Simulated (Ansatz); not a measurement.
# PbS: band gap under strain

Aim: follow the gap of PbS in the rocksalt structure through these states: -2.0 % biaxial strain in the (111) plane, free along [111]; -1.0 % biaxial strain in the (111) plane, free along [111]; +1.0 % biaxial strain in the (111) plane, free along [111]. The table at the end shows which levels were run.

Program: Ansatz 0.2.0. PAW datasets, plane waves. No spin polarisation and no zero-point or thermal motion.

## Step 1: The cell

The unstrained cell was relaxed with r2SCAN; in each strained cell the atoms were relaxed again with r2SCAN. Names of k-points are those of the unstrained zone, where strain can split equivalent points. First state: -2.0 % biaxial strain in the (111) plane, free along [111].

It is trigonal, R-3m (No. 166); a = 4.140 Å, c = 10.560 Å in the conventional setting, 26.12 Å³ an atom. Around Pb lie 6 S at 2.97 Å; around S lie 6 Pb at 2.97 Å.

As a file:

```cif
data_structure
_symmetry_space_group_name_H-M 'R-3m:H'
_symmetry_Int_Tables_number 166
_cell_length_a 4.1401
_cell_length_b 4.1401
_cell_length_c 10.5598
_cell_angle_alpha 90.000
_cell_angle_beta 90.000
_cell_angle_gamma 120.000
_cell_volume 156.75
loop_
_atom_site_label
_atom_site_type_symbol
_atom_site_symmetry_multiplicity
_atom_site_Wyckoff_symbol
_atom_site_fract_x
_atom_site_fract_y
_atom_site_fract_z
_atom_site_occupancy
Pb1 Pb 3 a 0.00000 0.00000 0.00000 1
S1 S 3 b 0.66667 0.33333 0.83333 1
```

From earlier runs on the unstrained cell: PBE 0.43 eV, r2SCAN 0.69 eV, HSE06 0.88 eV, r2SCAN+SOC 0.20 eV, G0W0 0.61 eV (on its mesh); a = 5.974 Å.

## Step 2: -2.0 % biaxial strain in the (111) plane, free along [111]: PBE

File input.yaml:

```yaml
crystal:
  lattice:
    - [0.0805752171, 3.0080632398, 3.0080632398]
    - [3.0080632398, 0.0805752171, 3.0080632398]
    - [3.0080632398, 3.0080632398, 0.0805752171]
  atoms:
    - { symbol: Pb, position: [0.0, 0.0, 0.0] }
    - { symbol: S, position: [0.5, 0.5, 0.5] }
kpoints:
  mp_grid: { grid: [8, 8, 8] }
  band_path:
    path:
      - [0.0, 0.0, 0.0]
      - [0.5, 0.0, 0.5]
      - [0.625, 0.25, 0.625]
      - [0.375, 0.375, 0.75]
      - [0.5, 0.5, 0.5]
      - [0.5, 0.25, 0.75]
      - [0.0, 0.0, 0.5]
    npoints: 1
hamiltonian:
  xc: pbe
scf:
  occupations: { method: fermi_dirac, width: 0.02 }
  n_extra_bands: 4
output:
  forces: true
  stress: true
  eigenvalues: true
```

Started as:

```console
$ ansatz run input.yaml --threads 2 --pin off --max-ram 29491MiB --backend cpu --events-out ev --progress --plain --runs-dir out
```

Further steps of the session: -2.0 % biaxial strain in the (111) plane, free along [111]: r2SCAN; -2.0 % biaxial strain in the (111) plane, free along [111]: HSE06; -2.0 % biaxial strain in the (111) plane, free along [111]: r2SCAN+SOC; -1.0 % biaxial strain in the (111) plane, free along [111]: PBE; -1.0 % biaxial strain in the (111) plane, free along [111]: r2SCAN; -1.0 % biaxial strain in the (111) plane, free along [111]: HSE06; -1.0 % biaxial strain in the (111) plane, free along [111]: r2SCAN+SOC; +1.0 % biaxial strain in the (111) plane, free along [111]: PBE; +1.0 % biaxial strain in the (111) plane, free along [111]: r2SCAN; +1.0 % biaxial strain in the (111) plane, free along [111]: HSE06; +1.0 % biaxial strain in the (111) plane, free along [111]: r2SCAN+SOC; +1.0 % biaxial strain in the (111) plane, free along [111]: r2SCAN; +1.0 % biaxial strain in the (111) plane, free along [111]: G0W0@PBE.

**Question.** What will these runs give?

The runs gave:

Least gap in eV (negative: overlap), with the change from the unstrained cell in brackets. G0W0 is on its own coarse mesh.

```
                                                     state  volume change (%)           PBE        r2SCAN         HSE06          G0W0
-2.0 % biaxial strain in the (111) plane, free along [111]               -2.0  0.11 (-0.32)  0.35 (-0.34)  0.51 (-0.37)             –
-1.0 % biaxial strain in the (111) plane, free along [111]               -1.0  0.28 (-0.15)  0.53 (-0.16)  0.70 (-0.18)             –
+1.0 % biaxial strain in the (111) plane, free along [111]               +0.9  0.34 (-0.09)  0.59 (-0.10)  0.78 (-0.10)  0.52 (-0.09)
```

With HSE06, of the states in the table -2.0 % biaxial strain in the (111) plane, free along [111] shifts the gap most, by -0.367 eV. PBE and HSE06 differ by 0.44 eV on the unstrained gap, and by at most 0.04 eV on its change: PBE follows the response to strain far better than the gap itself. Spin-orbit coupling is left out of the table, though the cell holds Pb (Z = 82); in an element this heavy it can shift bands and gaps by tenths of an eV. No extrapolation in bands, cutoff or mesh was made for G0W0.
